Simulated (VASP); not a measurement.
A VASP 6.6.1 single-point calculation on MgO

INCAR

```
ISIF = 2
LASPH = .TRUE.
ENCUT = 520
LCHARG = .FALSE.
NBANDS = 16
NELM = 120
LREAL = .FALSE.
PREC = Accurate
ISMEAR = -1
NSW = 0
GGA = AM
IBRION = -1
SIGMA = 0.02
EDIFF = 1E-8
LWAVE = .FALSE.
```

KPOINTS

```
KPOINTS created by Atomic Simulation Environment
0
Gamma
12 12 6
0 0 0
```

POSCAR

```
Mg O
 1.0000000000000000
     3.3030142312111268    0.0000000000000000    0.0000000000000000
    -1.6515071156055634    2.8604942332903636    0.0000000000000000
     0.0000000000000000    0.0000000000000000    5.0570207850999997
 Mg  O
   2   2
Cartesian
  0.0000000000000001  1.9069961555269093 -0.0491018536440269
  1.6515071156055638  0.9534980777634546  2.4794085389059730
  0.0000000000000001  1.9069961555269093  1.9454846480565273
  1.6515071156055638  0.9534980777634546  4.4739950406065265
```

The recommended PBE PAW datasets give the neutral cell 16 valence electrons.

Command

```
mpirun -np 1 vasp_std
```

OSZICAR

```
N       E                     dE             d eps       ncg     rms          rms(c)
DAV:   1     0.608616166218E+02    0.60862E+02   -0.74483E+03  2432   0.882E+02
DAV:   2    -0.235321944035E+02   -0.84394E+02   -0.77530E+02  3360   0.194E+02
DAV:   3    -0.276071308668E+02   -0.40749E+01   -0.40651E+01  2792   0.444E+01
DAV:   4    -0.276241554076E+02   -0.17025E-01   -0.17024E-01  2912   0.337E+00
DAV:   5    -0.276242392132E+02   -0.83806E-04   -0.83806E-04  2832   0.225E-01    0.109E+01
DAV:   6    -0.239147700720E+02    0.37095E+01   -0.10732E+01  2432   0.244E+01    0.385E+00
DAV:   7    -0.238595909871E+02    0.55179E-01   -0.15967E-01  2448   0.322E+00    0.218E+00
DAV:   8    -0.238564540271E+02    0.31370E-02   -0.10027E-01  2536   0.342E+00    0.502E-01
DAV:   9    -0.238539717349E+02    0.24823E-02   -0.34468E-03  3072   0.532E-01    0.174E-01
DAV:  10    -0.238549395412E+02   -0.96781E-03   -0.20697E-03  2456   0.291E-01    0.377E-02
DAV:  11    -0.238549713505E+02   -0.31809E-04   -0.23150E-05  2840   0.333E-02    0.260E-02
DAV:  12    -0.238549731174E+02   -0.17669E-05   -0.21309E-05  2440   0.385E-02    0.260E-03
DAV:  13    -0.238549730868E+02    0.30579E-07   -0.97196E-07  2784   0.684E-03    0.108E-03
DAV:  14    -0.238549730727E+02    0.14107E-07   -0.45820E-08  2480   0.203E-03    0.278E-04
DAV:  15    -0.238549730852E+02   -0.12409E-07   -0.10129E-08  1592   0.762E-04    0.179E-04
DAV:  16    -0.238549730837E+02    0.14128E-08   -0.10218E-09  1264   0.290E-04
   1 F= -.23854973E+02 E0= -.23854973E+02  d E =-.890503E-11
```

From OUTCAR

```
k-points           NKPTS =     76   k-points in BZ     NKDIM =     76   number of bands    NBANDS=     16

   NELECT =      16.0000    total number of electrons

   dimension x,y,z NGX =    28 NGY =   28 NGZ =   40
   dimension x,y,z NGXF=    56 NGYF=   56 NGZF=   80

  energy-cutoff  :      520.00
  volume of cell :       47.78
      direct lattice vectors                 reciprocal lattice vectors
     3.303014231  0.000000000  0.000000000     0.302753767  0.174794969  0.000000000
    -1.651507116  2.860494233  0.000000000     0.000000000  0.349589937  0.000000000
     0.000000000  0.000000000  5.057020785     0.000000000  0.000000000  0.197744886

 k-points in reciprocal lattice and weights: KPOINTS created by Atomic Simulation Env
   0.00000000  0.00000000  0.00000000       0.001
   0.08333333  0.00000000  0.00000000       0.007
   0.16666667  0.00000000  0.00000000       0.007
   0.25000000  0.00000000  0.00000000       0.007
   0.33333333  0.00000000  0.00000000       0.007
   0.41666667  0.00000000  0.00000000       0.007
   0.50000000  0.00000000  0.00000000       0.003
   0.08333333  0.08333333  0.00000000       0.007
   ...

 E-fermi :   1.3819

 k-point     1 :       0.0000    0.0000    0.0000
  band No.  band energies     occupation
      1     -15.0446      2.00000
      2     -14.2602      2.00000
      3      -2.2423      2.00000
      4       0.3156      2.00000
      5       0.3156      2.00000
      6       0.6283      2.00000
      7       0.6283      2.00000
      8       0.9871      2.00000
      9       4.4658      0.00000
     10       9.4457      0.00000
     11      11.1662      0.00000
     12      15.1368      0.00000
     13      15.1368      0.00000
     14      16.9918      0.00000
     15      17.4520      0.00000
     16      17.4520      0.00000

 k-point     2 :       0.0833    0.0000    0.0000
  band No.  band energies     occupation
      1     -15.0095      2.00000
      2     -14.2476      2.00000
      3      -2.1740      2.00000
      4       0.1451      2.00000
      5       0.2678      2.00000
      6       0.3947      2.00000
      7       0.6319      2.00000
      8       0.9655      2.00000
      9       4.8047      0.00000
     10       9.6426      0.00000
     11      11.1076      0.00000
     12      14.1988      0.00000
     13      15.2550      0.00000
     14      16.8948      0.00000
     15      17.4711      0.00000
     16      17.6115      0.00000

 k-point     3 :       0.1667    0.0000    0.0000
  band No.  band energies     occupation
      1     -14.9098      2.00000
      2     -14.2145      2.00000
      3      -1.9759      2.00000
      4      -0.3721      2.00000
      5      -0.0245      2.00000
      6       0.1535      2.00000
      7       0.6270      2.00000
      8       0.8953      2.00000
      9       5.6004      0.00000
     10      10.0679      0.00000
     11      10.9987      0.00000
     12      12.9197      0.00000
     13      15.5526      0.00000
     14      15.6108      0.00000
     15      16.5246      0.00000
     16      16.8407      0.00000

 ...

  Total       -0.0959322     -0.0959322     -0.0501463      0.0000000      0.0000000     -0.0000000
  in kB       -3.2168343     -3.2168343     -1.6815256      0.0000000      0.0000000     -0.0000000
  external PRESSURE =      -2.7050647 kB  Pullay stress =       0.0000000 kB

 POSITION                                       TOTAL-FORCE (eV/Angst)
 -----------------------------------------------------------------------------------
      0.00000      1.90700      5.00792        -0.000000     -0.000000     -0.011082
      1.65151      0.95350      2.47941         0.000000      0.000000     -0.011082
      0.00000      1.90700      1.94548        -0.000000      0.000000      0.011082
      1.65151      0.95350      4.47400         0.000000      0.000000      0.011082
 -----------------------------------------------------------------------------------
    total drift:                                0.000000      0.000000      0.001581

  FREE ENERGIE OF THE ION-ELECTRON SYSTEM (eV)
  ---------------------------------------------------
  free  energy   TOTEN  =       -23.8549730837 eV

  energy  without entropy=      -23.8549730837  energy(sigma->0) =      -23.85497308
```

It converged. Results: gap between bands v and c on the k mesh 3.48 eV; least direct gap on the k mesh 3.48 eV; pressure -0.3 GPa; largest force 0.01 eV/Å. Band v is the last that the valence electrons fill when counted band by band, and c is the next.

For comparison, a separate PBE run of the intended cell, on usual settings and not on those above, gives a gap of 3.47 eV on its mesh and a pressure of 1.8 GPa.

The run above took about 82 s on one core of a shared host (Intel Xeon Platinum 8488C) and held 0.21 GiB at most.
